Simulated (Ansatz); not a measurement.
# PbSe2 (I4/mcm) in Ansatz: relaxation of cell and atoms with LDA

Aim: the relaxation of cell and atoms of PbSe2 with LDA.

Everything below comes from runs of Ansatz 0.2.0. Logs are shortened: lines on timing, memory, paths and dates and some standing lists are left out, and cuts for length are marked.

**1. The crystal as given**

It takes space group I4/mcm (No. 140, tetragonal). Conventional cell: a = 6.477 Å, b = 6.477 Å, c = 7.804 Å, α = 90.00°, β = 90.00°, γ = 90.00°. Pb (site symmetry 422) is surrounded by 8 Se at 3.20 Å. Se (site symmetry m2m) has 1 Se at 2.38 Å as nearest neighbours.

The cell comes from a database or a generator and needn't be the stable form of this composition.

**2. Relaxation of cell and atoms, LDA**

Input file input.yaml:

```yaml
crystal:
  lattice:
    - [-3.23863296, 3.23863296, 3.90219629]
    - [3.23863296, -3.23863296, 3.90219629]
    - [3.23863296, 3.23863296, -3.90219629]
  atoms:
    - { symbol: Pb, position: [0.75, 0.75, 0.0] }
    - { symbol: Pb, position: [0.25, 0.25, 0.0] }
    - { symbol: Se, position: [0.129816735, 0.370183265, 0.5] }
    - { symbol: Se, position: [0.870183265, 0.629816735, 0.5] }
    - { symbol: Se, position: [0.370183265, 0.870183265, 0.24036653] }
    - { symbol: Se, position: [0.629816735, 0.129816735, 0.75963347] }
hamiltonian:
  xc: lda
  pseudopotentials: { kind: paw }
kpoints:
  mp_grid: { grid: [6, 6, 6] }
scf:
  occupations: { method: fermi_dirac, width: 0.05 }
output:
  forces: true
  stress: true
  eigenvalues: true
  write_density: true
  write_potential: true
  elf: true
  volumetric_format: npy
relax:
  f_tol: 0.01
  max_steps: 40
  cell: { stress_tol: 0.05 }
```

Potentials or basis: Ansatz PAW.

The run is started by

```bash
ansatz run input.yaml --threads 2 --pin off --max-ram 5632MiB --backend cpu --events-out ev --progress --plain --runs-dir out
```

What it wrote:

```text
Warning: RAYON_NUM_THREADS=2 ignored (pool sized by the plan → 2); use --threads N
Engine: ansatz 0.2.0, aarch64-unknown-linux-gnu
Pseudopotentials: kind: paw
Pseudopotential: Pb, paw, valence charge 14, recommended cutoff 420 eV (normal), Pb.paw.azcp
Pseudopotential: Se, paw, valence charge 16, recommended cutoff 420 eV (normal), Se.paw.azcp
Functional definition: SPW92
  exchange = slater_x
  correlation = pw_c
Crystal: 6 atoms, lattice volume = 163.717 Å³
Basis set: ecut = 420 eV, 3157 PW (Γ)
Bands: 56, of which v1, the nominal top of the filled ones, is band 46 counted from 1 (45 counted from 0)
Symmetry: 16 space group operations
Space group: I4/mcm (ITA 140), of the structure as read, at distance tolerance 5.5e-5 Å
k-points: 30 of 216
Non-local potential: Pb, projectors of the file, l = 0: 2, l = 1: 2, l = 2: 2, l = 3: 2
Non-local potential: Se, projectors of the file, l = 0: 2, l = 1: 2, l = 2: 3, l = 3: 1
PAW form: soft (Blöchl's): semilocal exchange-correlation on the pseudo side does not see the compensation charge
PAW frozen core: Pb, regenerated for the run's functional, and the local potential with it (the file was generated under x = pbe(κ = 0.804, μ = 0.2195149727645171), c = pbe(β = 0.06672455060314922))
PAW frozen core: Se, regenerated for the run's functional, and the local potential with it (the file was generated under x = pbe(κ = 0.804, μ = 0.2195149727645171), c = pbe(β = 0.06672455060314922))
PAW one-centre angular grid: Pb, 590 points (default); XC on 64 Gauss nodes
PAW one-centre angular grid: Se, 590 points (default); XC on 64 Gauss nodes
Initial density: superposition of atomic densities (neutral atoms: chi_scale 0, normalization atom), corrected by the library's trained network
Initial wavefunctions: pseudopotential atomic-orbital guess
Functional: x = slater, c = lda
SCF iter   1: F=—  HF=-44739.452542 eV  |F-HF|=—  |Δ(HF+E_count)|=         —  Δρ=4.53e-3  dr2=1.91e-2  ethr=1.77e-3  ⟨swp⟩=7.0  Hψ=6576  notcnv=0  defer=9
preconditioner: auto → Kerker (q_TF=auto, 2.478 Å⁻¹)  [metal: Δε(μ)=0.051 eV  Ē_g=13.573 eV  σ=0.050 eV  W_gap=0.24  n_scr=42 (ndim 8)  ℏωp=20.9 eV  f_vac=0.012  D(μ)=0.36/eV (n_scr^D=0)]
SCF iter   2: F=—  HF=-44739.445851 eV  |F-HF|=—  |Δ(HF+E_count)|=   6.69e-3  Δρ=2.64e-3  dr2=7.15e-3  ethr=2.08e-5  ⟨swp⟩=1.3  Hψ=2072  notcnv=0  defer=31
SCF iter   3: F=—  HF=-44739.444300 eV  |F-HF|=—  |Δ(HF+E_count)|=   1.55e-3  Δρ=5.18e-4  dr2=7.71e-4  ethr=7.77e-6  ⟨swp⟩=2.0  Hψ=2044  notcnv=0  defer=31
SCF iter   4: F=—  HF=-44739.444180 eV  |F-HF|=—  |Δ(HF+E_count)|=   1.20e-4  Δρ=2.24e-4  dr2=1.63e-4  ethr=8.38e-7  ⟨swp⟩=2.3  Hψ=2991  notcnv=0  defer=31
SCF iter   5: F=—  HF=-44739.444139 eV  |F-HF|=—  |Δ(HF+E_count)|=   4.06e-5  Δρ=8.87e-5  dr2=1.56e-5  ethr=1.77e-7  ⟨swp⟩=2.0  Hψ=2998  notcnv=0  defer=31
SCF iter   6: F=—  HF=-44739.444199 eV  |F-HF|=—  |Δ(HF+E_count)|=   5.93e-5  Δρ=3.26e-5  dr2=3.47e-6  ethr=1.69e-8  ⟨swp⟩=2.0  Hψ=2988  notcnv=0  defer=31
SCF iter   7: F=—  HF=-44739.444197 eV  |F-HF|=—  |Δ(HF+E_count)|=   1.28e-6  Δρ=8.65e-6  dr2=3.38e-7  ethr=3.78e-9  ⟨swp⟩=2.0  Hψ=2999  notcnv=0  defer=31
SCF iter   8: F=-44739.444197 eV  HF=-44739.444197 eV  |F-HF|=2.15e-8  |Δ(HF+E_count)|=   1.10e-7  Δρ=2.42e-6  dr2=3.37e-8  ethr=1.09e-10  ⟨swp⟩=13.0  Hψ=11597  notcnv=0
SCF 1 converged in 8 iterations: F = -44739.444197 eV  dr2 = 3.37e-8
relax step   1: F+E_penalty+E_count = -44739.44419735 eV  Δ(F+E_penalty+E_count) = +0.000e0 eV  max|allowed force component| = 9.277e-2 eV/Å  Δτ_max = 0.0000 Å  P = -3.423 GPa  Ω = 163.717 Å³  (8 SCF iters, dr2 threshold 1.00e-7 eV, accepted)
Crystal: 6 atoms, lattice volume = 144.874 Å³
Basis set: ecut = 420 eV, 2885 PW (Γ)
Initial density: handed on by an earlier stage of this run
Initial wavefunctions: those handed on with the density
iter 1 solved again at ethr=5.54e-5 eV; its pass at ethr=3.10e-3 eV (dr2=5.10e-2 eV) is discarded
SCF iter   1: F=—  HF=-44739.514521 eV  |F-HF|=—  |Δ(HF+E_count)|=         —  Δρ=4.38e-3  dr2=4.90e-2  ethr=5.54e-5  ⟨swp⟩=2.2  Hψ=8296  notcnv=0
preconditioner: auto → Kerker (q_TF=auto, 2.529 Å⁻¹)  [metal: Δε(μ)=0.045 eV  Ē_g=14.031 eV  σ=0.050 eV  W_gap=0.22  n_scr=42 (ndim 8)  ℏωp=22.2 eV  f_vac=0.000  D(μ)=0.33/eV (n_scr^D=0)]
SCF iter   2: F=—  HF=-44739.506193 eV  |F-HF|=—  |Δ(HF+E_count)|=   8.33e-3  Δρ=2.80e-3  dr2=2.35e-2  ethr=5.33e-5  ⟨swp⟩=1.8  Hψ=1777  notcnv=0
SCF iter   3: F=—  HF=-44739.498592 eV  |F-HF|=—  |Δ(HF+E_count)|=   7.60e-3  Δρ=6.50e-4  dr2=1.05e-3  ethr=2.56e-5  ⟨swp⟩=2.0  Hψ=2308  notcnv=0
SCF iter   4: F=—  HF=-44739.498325 eV  |F-HF|=—  |Δ(HF+E_count)|=   2.67e-4  Δρ=1.61e-4  dr2=6.65e-5  ethr=1.14e-6  ⟨swp⟩=2.0  Hψ=2155  notcnv=0
[... 26 lines left out ...]
SCF 4 converged in 4 iterations: F = -44739.582899 eV  dr2 = 2.38e-7
relax step   4: F+E_penalty+E_count = -44739.58289894 eV  Δ(F+E_penalty+E_count) = -1.717e-3 eV  max|allowed force component| = 1.400e-3 eV/Å  Δτ_max = 0.0023 Å  P = -0.040 GPa  Ω = 152.576 Å³  energy of the carried Pulay correction = +1.841e-3 eV  (4 SCF iters, dr2 threshold 4.44e-7 eV, accepted)
Initial wavefunctions: pseudopotential atomic-orbital guess (no wavefunctions were taken with the density)
iter 1 solved again at ethr=1.14e-7 eV; its pass at ethr=3.10e-3 eV (dr2=1.05e-4 eV) is discarded
SCF iter   1: F=—  HF=-44739.581195 eV  |F-HF|=—  |Δ(HF+E_count)|=         —  Δρ=7.28e-5  dr2=1.39e-6  ethr=1.14e-7  ⟨swp⟩=3.1  Hψ=10802  notcnv=0
preconditioner: auto → Kerker (q_TF=auto, 2.508 Å⁻¹)  [metal: Δε(μ)=0.055 eV  Ē_g=13.816 eV  σ=0.050 eV  W_gap=0.27  n_scr=42 (ndim 8)  ℏωp=21.7 eV  f_vac=0.000  D(μ)=0.31/eV (n_scr^D=0)]
SCF iter   2: F=—  HF=-44739.581194 eV  |F-HF|=—  |Δ(HF+E_count)|=   6.97e-7  Δρ=4.04e-5  dr2=5.77e-7  ethr=1.51e-9  ⟨swp⟩=2.0  Hψ=3060  notcnv=0
SCF iter   3: F=—  HF=-44739.581194 eV  |F-HF|=—  |Δ(HF+E_count)|=   1.21e-7  Δρ=1.55e-5  dr2=1.19e-7  ethr=6.27e-10  ⟨swp⟩=1.0  Hψ=1680  notcnv=0
SCF iter   4: F=—  HF=-44739.581194 eV  |F-HF|=—  |Δ(HF+E_count)|=   5.66e-9  Δρ=2.56e-6  dr2=1.52e-8  ethr=1.29e-10  ⟨swp⟩=2.0  Hψ=2461  notcnv=0
SCF iter   5: F=—  HF=-44739.581194 eV  |F-HF|=—  |Δ(HF+E_count)|=   2.63e-9  Δρ=7.97e-7  dr2=2.57e-9  ethr=1.65e-11  ⟨swp⟩=3.0  Hψ=3054  notcnv=0
SCF iter   6: F=—  HF=-44739.581194 eV  |F-HF|=—  |Δ(HF+E_count)|=  5.82e-10  Δρ=2.25e-7  dr2=1.54e-10  ethr=2.79e-12  ⟨swp⟩=2.0  Hψ=2040  notcnv=0
SCF iter   7: F=-44739.581194 eV  HF=-44739.581194 eV  |F-HF|=0.00e0  |Δ(HF+E_count)|=  2.91e-11  Δρ=6.99e-8  dr2=7.84e-12  ethr=1.00e-12  ⟨swp⟩=6.1  Hψ=7582  notcnv=0
SCF 5 converged in 7 iterations: F = -44739.581194 eV  dr2 = 7.84e-12
relax step   5: F+E_penalty+E_count = -44739.58119423 eV  Δ(F+E_penalty+E_count) = +1.705e-3 eV  max|allowed force component| = 1.596e-3 eV/Å  Δτ_max = 0.0000 Å  P = -0.045 GPa  Ω = 152.576 Å³  stress off target by 4.70e-2 GPa  SCF on the basis re-selected at this cell (its energy is not comparable with the rows above)  (7 SCF iters)
basis re-selected at this cell: Δ(F+E_penalty+E_count) = +1.705e-3 eV, ΔP = -0.004 GPa vs the last step (what re-selecting the basis moved, of the pressure what is left beyond the Pulay correction that the steps carried, after the strain that the cell walked since its last selection, with what the two solves' SCF thresholds leave and, on support functions, any second-order correction that the steps lacked; it is no measure of the basis error at this ecutwfc). The dense FFT grid was sized anew with the basis: this SCF ran on 40×40×40 points, the steps before it on 45×45×45, so part of this shift can come from that change (see relax.cell in the input reference). This SCF's stress stands 4.70e-2 GPa from its target on what of the cell is left free (relax.cell.stress_tol is 5.00e-2 GPa) and its largest allowed force component is 1.60e-3 eV/Å (relax.f_tol is 1.00e-2 eV/Å): within both
SCF converged after 7 iterations
Free energy (F): -44739.581194 eV
Harris-Foulkes:  -44739.581194 eV  (|F-HF|=0.00e0)
Internal energy: -44739.578517 eV  (E = F + TS)
E sigma→0 (E₀):  -44739.579856 eV
Entropy (-TS):   -0.002677 eV (-0.446 meV/atom)
Fermi energy:    9.730352 eV
--- Per-component energies (eV) ---
  E_band       = -1573.306935
  E_kinetic    = 1053.360419
  E_local      = -11548.377395  (includes V_loc(G=0)·N_el)
  E_nonlocal   = -1646.404033
  E_hartree    = 5522.921635
  E_xc         = -854.867007
  E_vxc        = -663.533493  (∫ρ·V_xc dr)
  E_paw        = -27509.764360  (= ΣΔE_a)
  E_vpaw       = 185.806773  (= ΣTr[D̂ρ^β])
  E_aug_tail   = -0.002280  (compensation charges beyond the density's cutoff)
  E_ewald      = -9765.159519
  E_core_change = 8.714022  (= ΣΔE_core)
  E_smearing   = -0.002677  (= −TS)
  E_closure    = 0.000000  (closes the sum)
  Σ components = -44739.581194   (vs F -44739.581194, Δ=0.00e0)
--- Forces (eV/Å), atoms counted from 1 ---
  atom   1  Pb     0.00000000     0.00000000     0.00000000
  atom   2  Pb     0.00000000     0.00000000    -0.00000000
  atom   3  Se    -0.00159556     0.00159556    -0.00000000
  atom   4  Se     0.00159556    -0.00159556     0.00000000
  atom   5  Se    -0.00159556    -0.00159556    -0.00000000
  atom   6  Se     0.00159556     0.00159556     0.00000000
  max |Σ_I F_I| component: 1.43e-17 eV/Å
--- Stress (GPa, compression-positive) ---
       -0.043566       0.000000      -0.000000
        0.000000      -0.043566       0.000000
       -0.000000      -0.000000      -0.047020
  P = ⅓ Tr σ = -0.0447 GPa (-0.447 kbar)
--- Band table (eV; the first three rows and the last of 30) ---
  k-point 0: bands = ["-38.6514", "-38.6507", "-38.5721", "-38.5721", "-38.5677", "-38.5677", "-38.5497", "-38.5493", "-38.5442", "-38.5436", "-38.5258", "-38.5258", "-38.3719", "-38.3719", "-38.3704", "-38.3698", "-38.3698", "-38.3695", "-38.3676", "-38.3676", "-7.3031", "-7.3031", "-7.2913", "-7.2399", "-7.1993", "-7.1962", "-7.1962", "-7.1863", "-7.1685", "-7.1460", "-5.6158", "-4.2382", "-1.9978", "-1.9978", "1.2759", "1.9844", "4.6540", "4.7564", "5.3369", "5.3369", "6.2034", "6.2034", "6.2148", "6.6060", "6.8897", "9.6696", "11.8876", "11.8876", "13.2056", "13.2056", "13.8401", "14.0662", "14.0662", "14.4655", "14.8368", "16.5286"]
  k-point 1: bands = ["-38.6513", "-38.6508", "-38.5721", "-38.5721", "-38.5677", "-38.5677", "-38.5496", "-38.5494", "-38.5441", "-38.5436", "-38.5258", "-38.5258", "-38.3719", "-38.3719", "-38.3703", "-38.3698", "-38.3698", "-38.3695", "-38.3676", "-38.3676", "-7.3143", "-7.2909", "-7.2897", "-7.2309", "-7.2000", "-7.1958", "-7.1955", "-7.1900", "-7.1746", "-7.1476", "-5.4854", "-4.3165", "-2.1380", "-2.0635", "1.2660", "1.7971", "4.4005", "4.6872", "5.3192", "5.9313", "6.3807", "6.4590", "6.7590", "6.7874", "7.2769", "8.9146", "11.4479", "11.9576", "12.2946", "13.0953", "13.7195", "13.7627", "14.0708", "14.6901", "14.9406", "16.3219"]
  k-point 2: bands = ["-38.6512", "-38.6510", "-38.5722", "-38.5721", "-38.5676", "-38.5676", "-38.5496", "-38.5495", "-38.5439", "-38.5438", "-38.5258", "-38.5258", "-38.3719", "-38.3719", "-38.3702", "-38.3700", "-38.3697", "-38.3696", "-38.3676", "-38.3676", "-7.3351", "-7.2866", "-7.2653", "-7.2147", "-7.2056", "-7.1983", "-7.1952", "-7.1900", "-7.1879", "-7.1493", "-5.1593", "-4.4510", "-2.5994", "-2.1909", "1.4958", "1.5119", "4.6121", "4.7483", "4.9075", "5.5919", "6.8860", "7.1560", "7.5818", "7.9662", "8.1236", "8.1930", "10.6077", "11.8323", "11.8743", "12.2843", "12.4598", "12.5655", "14.3953", "14.7935", "14.8380", "16.6608"]
  k-point 29: bands = ["-38.6515", "-38.6507", "-38.5721", "-38.5721", "-38.5677", "-38.5677", "-38.5497", "-38.5494", "-38.5442", "-38.5436", "-38.5258", "-38.5258", "-38.3719", "-38.3719", "-38.3702", "-38.3698", "-38.3697", "-38.3695", "-38.3676", "-38.3676", "-7.2787", "-7.2585", "-7.2585", "-7.2473", "-7.2126", "-7.2065", "-7.2065", "-7.1776", "-7.1739", "-7.1625", "-5.0933", "-4.3663", "-2.3587", "-2.3587", "0.3642", "0.6132", "4.8273", "4.8423", "5.7255", "5.7255", "7.5207", "7.6131", "8.3006", "8.3006", "9.7800", "9.8979", "11.1393", "11.1393", "11.2275", "12.0018", "12.0018", "12.5760", "12.9118", "12.9118", "14.6859", "14.8087"]
--- Relaxed structure (4 steps of the walk, 4 accepted, 1 SCFs on fresh bases) ---
  F+E_penalty+E_count = -44739.58119423 eV   max|allowed force component| = 1.596e-3 eV/Å   (the final SCF, on the basis selected at the relaxed cell)
  cell:  # Å, volume = 152.5760 Å³
    - [-3.162527896604436, 3.1625278966044363, 3.8137958215308183]
    - [3.162527896604436, -3.1625278966044363, 3.8137958215308183]
    - [3.162527896604436, 3.1625278966044363, -3.8137958215308183]
  atoms:
    - { symbol: Pb, position: [0.75, 0.75, 9.485193886792114e-20] }
    - { symbol: Pb, position: [0.25, 0.25, 9.485193886792131e-20] }
    - { symbol: Se, position: [0.13287656899420477, 0.36712343100579525, 0.5] }
    - { symbol: Se, position: [0.8671234310057951, 0.6328765689942049, 0.5] }
    - { symbol: Se, position: [0.3671234310057952, 0.8671234310057953, 0.23424686201159045] }
    - { symbol: Se, position: [0.6328765689942049, 0.13287656899420475, 0.7657531379884096] }
```

Run time: 49 s. Hardware: 2 threads of Arm Neoverse V1, shared host; peak memory 0.54 GiB.

Results:

| Quantity | Value |
| --- | --- |
| Free energy | -44739.5812 eV |
| Relaxed volume | 25.43 Å³/atom |
| Relaxed cell | a = 5.878 Å, b = 5.878 Å, c = 5.878 Å, α = 114.90°, β = 114.90°, γ = 99.09° |
| Space group after relaxing (to 0.05 Å) | I4/mcm (No. 140) |
| Energy gained by relaxing | 22.8 meV/atom |
| Ionic steps | 5 |
| Pressure after relaxing | 0.0 GPa |
| Band gap on the k mesh | none (metal or under the smearing width) |

Forces on the atoms (eV/Å):
```
Pb   0.000  0.000  0.000
Pb   0.000  0.000  0.000
Se  -0.002  0.002  0.000
Se   0.002 -0.002  0.000
Se  -0.002 -0.002  0.000
Se   0.002  0.002  0.000
```

Step by step:
```tsv
step	energy change (eV)	largest force (eV/Å)	volume (Å³)
1	0.0000	0.1312	163.72
2	-0.0542	0.0279	144.87
3	-0.1370	0.0153	153.60
4	-0.1387	0.0020	152.58
5	-0.1370	0.0023	152.58
```

Final structure:
```xyz
6
Lattice="-3.1625 3.1625 3.8138 3.1625 -3.1625 3.8138 3.1625 3.1625 -3.8138" Properties=species:S:1:pos:R:3 pbc="T T T"
Pb    0.0000    0.0000    5.7207
Pb    0.0000    0.0000    1.9069
Se    2.3221    0.8405    0.0000
Se    0.8405    2.3221    3.8138
Se    2.3221   -0.8405    3.8138
Se    0.8405    4.0030    0.0000
```

Caveat: the plane-wave basis is chosen anew once the cell has moved, so the energies of steps on either side of that aren't comparable; the PAW data sets come from PBE, with cores solved anew for the run's functional, which leaves a small shift of forces and pressure.
